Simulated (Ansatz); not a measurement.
An Ansatz run on CdS (started from an entry of an open crystallographic database) left the output below. The cell was relaxed with r2SCAN and then strained (epitaxial -4.88 % in the xy plane, free normal strain +6.83 %), with the atoms relaxed again with r2SCAN; k points keep the names of the unstrained zone.

Structure:
```xyz
2
Lattice="0.0000 2.7958 3.1400 2.7958 0.0000 3.1400 2.7958 2.7958 0.0000" Properties=species:S:1:pos:R:3 pbc="T T T"
Cd    0.0000    0.0000    0.0000
S     1.3979    1.3979    1.5700
```

Main lines of the log:
```
scf.n_extra_bands = 4 over 13 filled bands (N_el = 26.0): the run solves 17 bands
Pseudopotential: Cd, paw, valence charge 20, recommended cutoff 420 eV (normal)
Pseudopotential: S, paw, valence charge 6, recommended cutoff 420 eV (normal)
Functional definition: HSE06
  parameter a = 0.25
  parameter omega = 0.11/bohr
  exchange = pbe_x - a*pbe_x_sr(omega) + a*exact_x_sr(omega)
  correlation = pbe_c
Crystal: 2 atoms, lattice volume = 49.087 Å³
Basis set: ecut = 420 eV, 951 PW (Γ)
Bands: 17, of which v1, the nominal top of the filled ones, is band 13 counted from 1 (12 counted from 0)
Symmetry: 8 space group operations
Space group: I-4m2 (ITA 119)
k-points: 30 of 216 (time reversal used)
Exchange kernel: α = 0.2500, screened, ω = 0.2079 Å⁻¹, Wigner–Seitz truncation, v(0) = 1046.7200 eV·Å³, q-mesh 6×6×6
hybrid outer 1: dexx = +7.790e-3 eV, tail = 2.37e-5 eV
hybrid outer 2: dexx = +2.039e-7 eV, tail = 2.07e-8 eV, Δε = 2.59e-3 eV
Free energy (F): -9162.148027 eV
Fermi energy:    6.542506 eV
--- Per-component energies (eV) ---
  E_band       = -567.034560
  E_kinetic    = 612.947338
  E_local      = -3994.398868
  E_nonlocal   = 62.855908
  E_hartree    = 1837.812683
  E_xc         = -219.064053
  E_vxc        = -245.772814
  E_exx        = -99.692948
  E_paw        = -4644.417858
  E_vpaw       = -478.905900
  E_ewald      = -2717.494890
  E_core_change = -0.695354
--- Forces (eV/Å), atoms counted from 1 ---
  atom   1  Cd      0.00000      0.00000      0.00000
  atom   2  S       0.00000      0.00000      0.00000
--- Stress (GPa, compression-positive) ---
        2.988926       0.000000       0.000000
        0.000000       2.988926       0.000000
        0.000000       0.000000       0.063598
  P = ⅓ Tr σ = 2.0138 GPa (20.138 kbar)
--- Band table (eV; the first three rows and the last of 30) ---
  k-point 0: bands = […, -2.4715, -2.0371, -1.9970, 6.0953, 6.5425, 6.5425, 8.5529, 14.1633, 14.2142, 14.2142]
  k-point 1: bands = […, -2.3813, -2.0247, -2.0063, 4.8342, 6.0174, 6.3599, 9.7292, 13.6278, 14.5435, 14.6352]
  k-point 2: bands = […, -2.0556, -2.0128, -1.9238, 2.7590, 5.5470, 6.0283, 10.4172, 13.9085, 14.8368, 15.1192]
  k-point 29: bands = […, -2.1520, -1.9446, -1.6824, 1.6883, 4.7348, 4.7348, 11.2100, 12.5739, 16.1339, 18.9467]
```

The file bands.tsv (bands near the Fermi energy, numbered from 0, rounded):
```tsv
# k_distance	band_8	band_9	band_10	band_11	band_12	band_13	band_14	band_15	band_16
# fermi_ev = 6.542506
# [0, 0, 0] at k_distance = 0.000000
# [-0.5, -0.5, 0] at k_distance = 1.000509
# [-0.375, -0.375, 0.25] at k_distance = 1.397794
# [-0.375, 0, 0.375] at k_distance = 2.073924
# [0, 0, 0.5] at k_distance = 2.750053
# [-0.5, -0.25, 0.25] at k_distance = 3.502333
# levels_relative_to = fermi_ev
0.000	-8.580	-8.539	-0.447	0.000	0.000	2.010	7.621	7.672	7.672
1.001	-8.487	-8.225	-4.854	-1.808	-1.808	4.667	6.031	9.591	12.404
1.398	-8.532	-8.013	-4.592	-2.866	-1.438	5.630	6.872	9.033	10.497
2.074	-8.518	-7.882	-4.165	-2.842	-1.915	4.890	6.332	9.369	9.957
2.750	-8.512	-8.140	-4.837	-1.212	-0.667	3.843	7.727	8.561	8.623
3.502	-8.540	-7.899	-4.378	-2.559	-2.427	6.459	6.726	8.898	9.234
```
In order the rows are Γ, X, U, K, L, W.

Task: Reconstruct the input.

Result:
```yaml
crystal:
  # lattice and atoms as above
kpoints:
  mp_grid: { grid: [6, 6, 6] }
  band_path:
    path:
      - [0.0, 0.0, 0.0]
      - [-0.5, -0.5, 0.0]
      - [-0.375, -0.375, 0.25]
      - [-0.375, 0.0, 0.375]
      - [0.0, 0.0, 0.5]
      - [-0.5, -0.25, 0.25]
    npoints: 1
hamiltonian:
  xc: hse06
scf:
  occupations: { method: fixed }
  n_extra_bands: 4
output:
  forces: true
  stress: true
  eigenvalues: true
```
The exchange loop and the term E_exx show exact exchange. A single point prints forces and stress when the output block asks for them. Keys that aren't typed take their defaults; thresholds and the kind of smearing can't be read off these lines.

Run as `ansatz run input.yaml --threads 4 --pin off --max-ram 4608MiB --backend cpu --events-out ev --progress --plain --runs-dir out`.

Task: It ran on 4 threads of Arm Neoverse V2, on a shared host. About how long did it take, and what peak of host memory did it reach?

Result: About 28 s, with a peak of 1.3 GiB.

Calculated for a static, non-magnetic cell.

The runs are scalar-relativistic, without spin-orbit coupling.

The stress of a hybrid is loosely converged in these runs.
